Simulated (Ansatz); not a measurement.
Crystal: MgO.

```
Mg O
1.0
     0.00000    2.09700    2.09700
     2.09700    0.00000    2.09700
     2.09700    2.09700    0.00000
Mg O
1 1
Direct
  0.00000 0.00000 0.00000
  0.50000 0.50000 0.50000
```

The cell is a database's computed one.

Base run:

| Item | Value |
| --- | --- |
| Program | Ansatz 0.2.0 |
| Functional | RPBE |
| Potentials or basis | all-electron LAPW, scalar-relativistic |
| Cutoff | 317 eV (chosen from the basis error) |
| Basis error allowed | 0.001 eV/atom |
| k mesh | 11 × 11 × 11 |
| Occupations | fermi-dirac, width 0.05 eV |
| Spin | no spin polarisation |

Its results: band gap on the k mesh 4.97 eV, direct; pressure 11.9 GPa.

Problem. The run is repeated on the same cell with these changes: functional from RPBE to PBE. What comes out?

Solution. Band gap on the k mesh 4.86 eV, direct; pressure 7.0 GPa.

PBE binds more tightly than RPBE, so the same cell stands under less pressure.
